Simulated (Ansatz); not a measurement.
Crystal: Te2Mo.

```xyz
12
Lattice="6.3300 0.0000 0.0000 0.0000 3.4690 0.0000 -0.9468 0.0000 13.8276" Properties=species:S:1:pos:R:3 pbc="T T T"
Te    5.4013    2.6018    8.3588
Te   -0.0181    0.8672    5.4688
Te    4.9099    0.8672   11.7728
Te    0.4733    2.6018    2.0548
Te    1.7550    2.6018   12.3826
Te    3.6282    0.8672    1.4450
Te    2.1916    0.8672    8.9658
Te    3.1917    2.6018    4.8618
Mo    4.2299    2.6018   13.7253
Mo    1.1533    0.8672    0.1023
Mo    3.8493    0.8672    6.8225
Mo    1.5339    2.6018    7.0051
```

Base run:

```yaml
Program: Ansatz 0.2.0
Functional: PBEsol
Potentials_or_basis: Ansatz PAW
Cutoff: 420 eV
Density_cutoff: 1680 eV
k_mesh: 4 × 8 × 2
Occupations: fermi-dirac, width 0.05 eV
Spin: no spin polarisation
```

Its results: band gap on the k mesh none (metal or under the smearing width); pressure -1.4 GPa; largest force 0.230 eV/Å.

Task: After a change of settings the same cell gave: band gap on the k mesh none (metal or under the smearing width); pressure 2.0 GPa; largest force 0.303 eV/Å. Which change was it?
A. functional from PBEsol to LDA; hubbard terms from none to Mo d U = 6.2 eV; hubbard projectors from none to ortho-atomic (the default)
B. k mesh from 4 × 8 × 2 to 3 × 6 × 2
C. functional from PBEsol to BLYP
D. functional from PBEsol to r2SCAN; cutoff from 420 eV to 500 eV; density cutoff from 1680 eV to 2000 eV

Result: D.

Caveats: the PAW data sets come from PBE, with cores solved anew for the run's functional, which leaves a small shift of forces and pressure.

Not every run made on this cell is shown here.
